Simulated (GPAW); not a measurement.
## SiO2: band structure with r2SCAN

SiO2:

```
Si O
1.0
     4.97559    0.00000    0.00000
     0.00000    4.97559    0.00000
     0.00000    0.00000    6.90089
Si O
4 8
Direct
  0.80325 0.80325 0.50000
  0.69675 0.30325 0.25000
  0.30325 0.69675 0.75000
  0.19675 0.19675 0.00000
  0.76176 0.11039 0.43204
  0.88961 0.23824 0.06796
  0.11039 0.76176 0.56796
  0.26176 0.38961 0.81796
  0.23824 0.88961 0.93204
  0.73824 0.61039 0.31796
  0.38961 0.26176 0.18204
  0.61039 0.73824 0.68204
```

The cell comes from a database or a generator and needn't be the stable form of this composition.

```json
{
  "Program": "GPAW 26.7.0",
  "Task": "band structure",
  "Functional": "r2SCAN",
  "Potentials or basis": "GPAW PAW data sets (gpaw-data 1.2.1)",
  "Cutoff": "800 eV",
  "Basis": "pw",
  "k mesh": "4 × 4 × 3",
  "Occupations": "fermi-dirac, width 0.05 eV",
  "Spin": "no spin polarisation",
  "Maxiter": "150",
  "Band path": "GXMGZRAZ,XR,MA",
  "Band points": "80"
}
```

- Pressure: 3.0 GPa
- Largest force: 0.230 eV/Å
- Band gap on the k mesh: 6.42 eV, direct
- Band gap along the path: 6.42 eV, direct

Forces on the atoms (eV/Å):
```
Si  -0.035 -0.035  0.000
Si   0.035 -0.035  0.000
Si  -0.035  0.035  0.000
Si   0.035  0.035  0.000
O    0.039  0.153  0.168
O   -0.153 -0.039 -0.168
O    0.153  0.039 -0.168
O    0.031 -0.152 -0.168
O   -0.039 -0.153  0.168
O   -0.031  0.152 -0.168
O   -0.152  0.031  0.168
O    0.152 -0.031  0.168
```

Stress tensor (GPa, compression positive):
```
2.98 0.00 0.00
0.00 2.98 0.00
0.00 0.00 3.12
```

Levels at the corners of the path, in eV from the valence-band top:
| point | band 29 | band 30 | band 31 | band 32 | band 33 | band 34 | band 35 | band 36 |
| --- | --- | --- | --- | --- | --- | --- | --- | --- |
| Γ | -0.70 | -0.32 | -0.32 | 0.00 | 6.42 | 9.67 | 9.67 | 10.22 |
| X | -0.66 | -0.66 | -0.51 | -0.51 | 8.53 | 8.53 | 10.07 | 10.07 |
| M | -0.60 | -0.60 | -0.55 | -0.55 | 9.49 | 9.49 | 9.70 | 9.70 |
| Γ | -0.70 | -0.32 | -0.32 | 0.00 | 6.42 | 9.67 | 9.67 | 10.22 |
| Z | -0.56 | -0.56 | -0.40 | -0.40 | 7.70 | 7.70 | 10.36 | 10.36 |
| R | -0.94 | -0.94 | -0.19 | -0.19 | 9.01 | 9.01 | 9.63 | 9.63 |
| A | -0.62 | -0.62 | -0.62 | -0.62 | 10.02 | 10.02 | 10.02 | 10.02 |
| Z | -0.56 | -0.56 | -0.40 | -0.40 | 7.70 | 7.70 | 10.36 | 10.36 |
| X | -0.66 | -0.66 | -0.51 | -0.51 | 8.53 | 8.53 | 10.07 | 10.07 |
| R | -0.94 | -0.94 | -0.19 | -0.19 | 9.01 | 9.01 | 9.63 | 9.63 |
| M | -0.60 | -0.60 | -0.55 | -0.55 | 9.49 | 9.49 | 9.70 | 9.70 |
| A | -0.62 | -0.62 | -0.62 | -0.62 | 10.02 | 10.02 | 10.02 | 10.02 |

Wall time 34 min on 1 thread of Arm Neoverse V2, on a shared host, peak memory 1.8 GiB.

Caveat: the PAW data sets were made with another functional, which shifts forces and pressure a little. r2SCAN opens gaps a little over a GGA but as a rule still falls short of measured ones.
